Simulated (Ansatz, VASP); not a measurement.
One calculation of In, two programs

```
CELL_PARAMETERS angstrom
-1.42403 1.42403 1.42403
1.42403 -1.42403 1.42403
1.42403 1.42403 -1.42403
ATOMIC_POSITIONS crystal
In 0.00000 0.00000 0.00000
```

Alike in both runs: task relaxation of cell and atoms; functional PBE; k mesh 10 × 10 × 10; occupations gaussian, width 0.1 eV; no spin polarisation.

|  | VASP | Ansatz |
| --- | --- | --- |
| version | VASP 6.6.1 | Ansatz 0.2.0 |
| potentials or method | VASP PAW PBE potentials, release 64 (In_d) | scalar-relativistic, plane waves, PAW |
| plane-wave cutoff (eV) | 600 | 420 |
| valence electrons in the cell | 13 | 13 |

VASP gave:

```
gap on the k mesh at the Fermi level, each at its own relaxed structure (eV) : none
relaxed volume (Å³/atom)                                                     : 27.43
relaxed cell length with the largest relative difference (Å)                 : 3.291
energy change over the relaxation (meV/atom)                                 : -6093
```

What did Ansatz give for the same quantities?

gap on the k mesh at the Fermi level, each at its own relaxed structure (eV): none; relaxed volume (Å³/atom): 27.71; relaxed cell length with the largest relative difference (Å): 3.302; energy change over the relaxation (meV/atom): -6086.

A gap of «none» marks a metal or a gap that the smearing closes.

Caveats: the volume moved by over 15 % at a fixed basis, so the end points are rough (VASP). Zero-point motion and thermal expansion aren't in these numbers. PBE usually gives volumes a little too large and moduli too small.
